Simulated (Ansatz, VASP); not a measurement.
One calculation of Ni, two programs

```xyz
1
Lattice="0.0000 1.6539 1.6539 1.6539 0.0000 1.6539 1.6539 1.6539 0.0000" Properties=species:S:1:pos:R:3 pbc="T T T"
Ni    0.0000    0.0000    0.0000
```

Alike in both runs: task single point; functional PBE; dispersion D4; k mesh 13 × 13 × 13; occupations tetrahedron; collinear spin; Hubbard terms Ni d U = 3.5 eV.

|  | VASP | Ansatz |
| --- | --- | --- |
| version | VASP 6.6.1 | Ansatz 0.2.0 |
| potentials or method | VASP PAW PBE potentials, release 64 (Ni) | Ansatz PAW |
| plane-wave cutoff (eV) | 520 | 420 |
| valence electrons in the cell | 10 | 18 |

|  | VASP | Ansatz | Ansatz less VASP |
| --- | --- | --- | --- |
| gap on the k mesh at the Fermi level (eV) | none | none | - |
| net moment per atom (μB) | 0.62 | 0.60 | -0.026 |
| size of the moment on the site where the two differ most (μB) | 0.63 | 0.64 | +0.016 |
| dispersion energy (meV/atom) | -538.4 | -538.3 | +0.03 |

Site moments also hang on the region over which each program counts them. The programs project onto different local orbitals, so the same U acts differently. A gap of «none» marks a metal or a gap that the smearing closes. The two sets of potentials don't hold the same shells in valence.

Caveats: the U is typed as a test and isn't derived for this compound; the magnetic or orbital state may not be the lowest (Ansatz); with tetrahedron occupations forces and stress needn't match the slope of the energy (Ansatz). The state reached can hang on the start; a lower one may exist.
